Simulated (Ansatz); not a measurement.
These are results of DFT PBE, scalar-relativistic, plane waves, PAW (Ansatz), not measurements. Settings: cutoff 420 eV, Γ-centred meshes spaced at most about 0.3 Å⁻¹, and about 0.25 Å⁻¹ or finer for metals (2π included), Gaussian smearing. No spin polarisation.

These are static total energies at zero pressure.

Compare these two cells of InSe, each relaxed at this level.

A.

```
CELL_PARAMETERS angstrom
2.06380 1.19153 7.31157
-2.06380 1.19153 7.31157
0.00000 -2.38307 7.31157
ATOMIC_POSITIONS crystal
In 0.50000 0.50000 0.50000
In 0.00000 0.00000 0.00000
Se 0.76245 0.76245 0.76245
Se 0.23755 0.23755 0.23755
```

B.

```
CELL_PARAMETERS angstrom
2.04367 1.17991 9.31415
-2.04367 1.17991 9.31415
0.00000 -2.35983 9.31415
ATOMIC_POSITIONS crystal
In 0.89335 0.89335 0.89335
In 0.99447 0.99447 0.99447
Se 0.37337 0.37337 0.37337
Se 0.18112 0.18112 0.18112
```

Question: Which form is favoured at zero pressure, and by what margin per atom?

Answer: B is lower, by 88 meV/atom. A has space group R-3m (No. 166), 27.0 Å³/atom and no gap on its mesh; B has space group R3m (No. 160), 33.7 Å³/atom and a gap of 0.77 eV. Counting Se atoms around In (those within 1.25 times the shortest such distance or 1.15 times the sum of covalent radii; the shortest distance is added where it is long for a bond; a slash parts the counts of unlike sites), A has In 6/6 from 3.2 Å and B has In 3. In A, In on its first site has 6 Se at 2.85 Å; around In on its second site lie 6 Se at 3.18 Å; Se is surrounded by 3 In at 2.85 Å and 3 In at 3.18 Å. In B, In on its first site has 3 Se at 2.68 Å and 1 In at 2.83 Å; around In on its second site lie 3 Se at 2.68 Å and 1 In at 2.83 Å; around Se on its first site lie 3 In at 2.68 Å; 1 more site not described. Origin: A, invented, then shaken at random and relaxed again; B, reached from a Materials Project cell.

No dispersion correction is applied, so the spacing and binding between layers, chains or molecules are poorly described (R3m), and this can change margins and order among such cells. Kohn–Sham gaps at this level usually fall short of measured ones. Cells relaxed within their symmetry can be saddle points.
